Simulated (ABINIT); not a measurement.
Crystal: BaTiO3.

```
Ba Ti O
1.0
     2.82737    1.63238    2.31839
    -2.82737    1.63238    2.31839
     0.00000   -3.26476    2.31839
Ba Ti O
1 1 3
Direct
  0.00000 0.00000 0.00000
  0.48450 0.48450 0.48450
  0.50860 0.01750 0.50860
  0.01750 0.50860 0.50860
  0.50860 0.50860 0.01750
```

Base run:

```yaml
Program: ABINIT 10.8.3 (patched build)
Functional: AM05
Potentials_or_basis: JTH PAW PBE v2.0
Cutoff: 762 eV
k_mesh: 7 × 7 × 7
Occupations: fermi-dirac, width 0.05 eV
Spin: no spin polarisation
```

Its results: band gap on the k mesh 2.41 eV, indirect (least direct gap 2.75 eV); pressure 0.5 GPa; largest force 0.128 eV/Å.

Task: The run is repeated on the same cell with these changes: functional from AM05 to PBEsol. What comes out?

Result: Band gap on the k mesh 2.41 eV, indirect (least direct gap 2.74 eV); pressure -0.2 GPa; largest force 0.151 eV/Å.

Caveats: this set's barium file shifts pressures by 1.5 GPa and gaps by 0.1 eV against other sets; the PAW data sets were made with another functional, which shifts forces and pressure a little; spin-orbit coupling is left out, which moves the levels of the heavy elements; the atomic spheres overlap.

A k mesh can miss the band edges.
